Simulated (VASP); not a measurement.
Input of a VASP 6.6.1 run:

File POSCAR:

```
SnSe
1.0
    4.2853270000      0.0000000000      0.0000000000
    0.0000000000      4.2853270000      0.0000000000
    0.0000000000      0.0000000000     10.9906920000
Sn Se
2 2
Direct
    0.5000000000      0.0000000000      0.3722290000
    0.0000000000      0.5000000000      0.6277710000
    0.5000000000      0.0000000000      0.6160390000
    0.0000000000      0.5000000000      0.3839610000
```

INCAR.step1

```
SYSTEM = SnSe
PREC = Accurate ; ENCUT = 520
ISMEAR = -1 ; SIGMA = 0.01
LREAL = .FALSE. ; LASPH = .TRUE.
NELM = 100 ; NBANDS = 28
GGA = PE ; ALGO = Normal
EDIFF = 1E-4 ; LWAVE = .TRUE.
LCHARG = .FALSE.
```

File INCAR.step2:

```
SYSTEM = SnSe
PREC = Accurate ; ENCUT = 520
EDIFF = 1E-6 ; ISMEAR = -1
SIGMA = 0.01 ; LREAL = .FALSE.
LASPH = .TRUE. ; NELM = 100
ALGO = Normal ; ISIF = 2
LWAVE = .FALSE. ; LCHARG = .FALSE.
METAGGA = R2SCAN ; LMIXTAU = .TRUE.
NBANDS = 28 ; ISTART = 1
```

Contents of KPOINTS:

```
Automatic mesh
0
G
  1 1 1
  0 0 0
```

Potentials or basis: VASP PAW PBE potentials, release 64 (Sn_d, Se).

The run is started by

```bash
$ cat potpaw_PBE.64/Sn_d/POTCAR potpaw_PBE.64/Se/POTCAR > POTCAR
$ cp INCAR.step1 INCAR
$ mpirun -np 1 vasp_gam > vasp.out
$ cp INCAR.step2 INCAR
$ mpirun -np 1 vasp_gam > vasp.out
```

Task: Estimate the band gap on the k mesh.

Result: 1.85 eV, direct.

Task: What does it give for the largest force?

Result: 2.569 eV/Å.

Forces in eV/Å, atoms in the order of the input:
```
Sn   0.000  0.000  0.429
Sn   0.000  0.000 -0.429
Se   0.000  0.000  2.569
Se   0.000  0.000 -2.569
```

Caveat: the PAW data sets were made with another functional, which shifts forces and pressure a little; spin-orbit coupling is left out, which moves the levels of the heavy elements.
